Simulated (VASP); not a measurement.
MoP: relaxation of shape and atoms at fixed volume with r2SCAN

Crystal: MoP.

```
Mo P
1.0
     3.30022    0.00000    0.00000
    -1.65011    2.85808    0.00000
     0.00000    0.00000    3.24413
Mo P
1 1
Direct
  0.00000 0.00000 0.00000
  0.33333 0.66667 0.50000
```

The cell isn't the ideal one: a relaxed cell with its volume scaled by 1.06.

```
Program                : VASP 6.6.1
Task                   : relaxation of shape and atoms at fixed volume
Functional             : r2SCAN
Potentials or basis    : VASP PAW PBE potentials, release 64 (Mo_sv, P)
Cutoff                 : 600 eV
k mesh                 : 15 × 15 × 11
Occupations            : methfessel-paxton, width 0.1 eV
Spin                   : no spin polarisation
Further INCAR settings : ALGO = Normal; EDIFF = 1e-07; IBRION = 2; EDIFFG = -0.01; NSW = 40; ISIF = 4
```

| Property | Result |
| --- | --- |
| Energy gained by relaxing | 1.1 meV/atom |
| Ionic steps | 3 |
| Pressure after relaxing | -11.6 GPa |
| Band gap on the k mesh | none (metal or under the smearing width) |

Step by step:
```tsv
step	energy change (eV)	largest force (eV/Å)	pressure (GPa)
1	0.0000	0.0000	-11.93
2	-0.0020	0.0000	-11.47
3	-0.0021	0.0000	-11.56
```

Final structure:
```
CELL_PARAMETERS angstrom
3.31251 0.00000 0.00000
-1.65626 2.86872 0.00000
0.00000 0.00000 3.22010
ATOMIC_POSITIONS crystal
Mo 0.00000 0.00000 0.00000
P 0.33333 0.66667 0.50000
```

Levels at points of the mesh, in eV from the Fermi level:
| k point | band 8 | band 9 | band 10 | band 11 | band 12 | band 13 |
| --- | --- | --- | --- | --- | --- | --- |
| (0.00, 0.00, 0.00) | -3.38 | -0.66 | 0.25 | 0.25 | 4.04 | 4.04 |

Run time: 10 min on 1 thread of Intel(R) Xeon(R) Platinum 8488C (Sapphire Rapids) (shared host), peak memory 0.23 GiB.

Caveat: the PAW data sets were made with another functional, which shifts forces and pressure a little.
